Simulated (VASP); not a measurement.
Here is a VASP 6.6.1 calculation.

Contents of INCAR:

```
PREC = Accurate
ENCUT = 600
EDIFF = 1E-7
ISMEAR = 0
SIGMA = 0.01
LREAL = False
LASPH = True
NELM = 100
ALGO = Normal
ISIF = 3
LWAVE = False
LCHARG = False
GGA = PE
IBRION = 2
NSW = 100
EDIFFG = -0.005
```

File KPOINTS:

```
regular mesh
0
Gamma
  12 12 12
```

POSCAR

```
Yb
1.0
    0.0000000000      2.7450000000      2.7450000000
    2.7450000000      0.0000000000      2.7450000000
    2.7450000000      2.7450000000      0.0000000000
Yb
1
Direct
    0.0000000000      0.0000000000      0.0000000000
```

Potentials or basis: VASP PAW PBE potentials, release 64 (Yb).

Command:

```sh
$ cat potpaw_PBE.64/Yb/POTCAR > POTCAR
$ mpirun -np 1 vasp_std > vasp.out
```

Task: What does it give for the relaxed cell?

Result: a = 3.681 Å, b = 3.681 Å, c = 3.681 Å, α = 60.00°, β = 60.00°, γ = 60.00°.

Task: What does it give for the relaxed volume?

Result: 35.26 Å³/atom.

Task: Estimate the space group after relaxing (to 0.05 Å).

Result: Fm-3m (No. 225).

Final structure:
```
Yb
1.0
     0.00000    2.60257    2.60257
     2.60257    0.00000    2.60257
     2.60257    2.60257    0.00000
Yb
1
Direct
  0.00000 0.00000 0.00000
```

Caveat: spin-orbit coupling is left out, which moves the levels of the heavy elements. Spin polarisation is off, so any magnetic state and its effect on volume and gap are missing.
